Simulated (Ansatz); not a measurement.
Random displacements in WSe₂

All numbers below come from DFT PBE, scalar-relativistic, plane waves, PAW (Ansatz). Settings: plane waves to 420 eV, k-mesh 12×12×1 (Γ-centred), Gaussian smearing 0.05 eV. Spin–orbit coupling is left out, which matters for the heavy elements here. No spin polarisation. Energies are free energies at this smearing, counted from the undisturbed cell; pressure is positive in compression.

Reference structure (relaxed at this level; this form isn't the usual structure):

```yaml
crystal:
  lattice:
    - [3.32061, 0.00000, 0.00000]
    - [-1.66030, 2.87573, 0.00000]
    - [0.00000, 0.00000, 31.02097]
  atoms:
    - { symbol: W, position: [0.66667, 0.33333, 0.00000] }
    - { symbol: W, position: [0.33333, 0.66667, 0.75435] }
    - { symbol: W, position: [0.33333, 0.66667, 0.24565] }
    - { symbol: Se, position: [0.33333, 0.66667, 0.05410] }
    - { symbol: Se, position: [0.66667, 0.33333, 0.80845] }
    - { symbol: Se, position: [0.66667, 0.33333, 0.29975] }
    - { symbol: Se, position: [0.33333, 0.66667, 0.94590] }
    - { symbol: Se, position: [0.66667, 0.33333, 0.70025] }
    - { symbol: Se, position: [0.66667, 0.33333, 0.19155] }
```

The cell holds layers and no dispersion correction was added, so their binding is poorly described.

The atoms are displaced (Å, in the unstrained cell):

```csv
atom,ux,uy,uz
W1,-0.059,-0.010,0.015
W2,-0.076,-0.019,-0.010
W3,-0.041,0.037,-0.031
Se4,0.040,0.035,0.016
Se5,0.041,0.047,0.071
Se6,0.062,0.010,-0.040
Se7,-0.007,0.019,-0.111
Se8,0.059,-0.063,-0.011
Se9,-0.019,-0.056,0.101
```

Strain (Voigt, engineering shear): (-0.0004, -0.0078, 0.0040, 0.0165, -0.0194, 0.0041).

Task: What are the energy change, the stress and the forces?

Result: ΔE = 78.0 meV/atom; stress (xx, yy, zz, yz, xz, xy; compression positive) (-0.23, 1.84, 0.01, -2.89, 0.41, 0.29) GPa; gap on the mesh 1.20 eV.
| atom | Fx (eV/Å) | Fy | Fz |
| --- | --- | --- | --- |
| W1 | 1.13 | 0.69 | -1.54 |
| W2 | 1.94 | 0.04 | 1.15 |
| W3 | 1.19 | -1.59 | 2.19 |
| Se4 | -0.56 | -0.66 | -0.08 |
| Se5 | -0.70 | -0.55 | -1.02 |
| Se6 | -0.65 | 0.02 | 0.41 |
| Se7 | -0.58 | -0.02 | 1.63 |
| Se8 | -1.25 | 0.51 | -0.14 |
| Se9 | -0.54 | 1.57 | -2.60 |

Cost: 1 run of about 2.7 core-minutes, on Intel Xeon Processor @ 2.70GHz (shared hosts).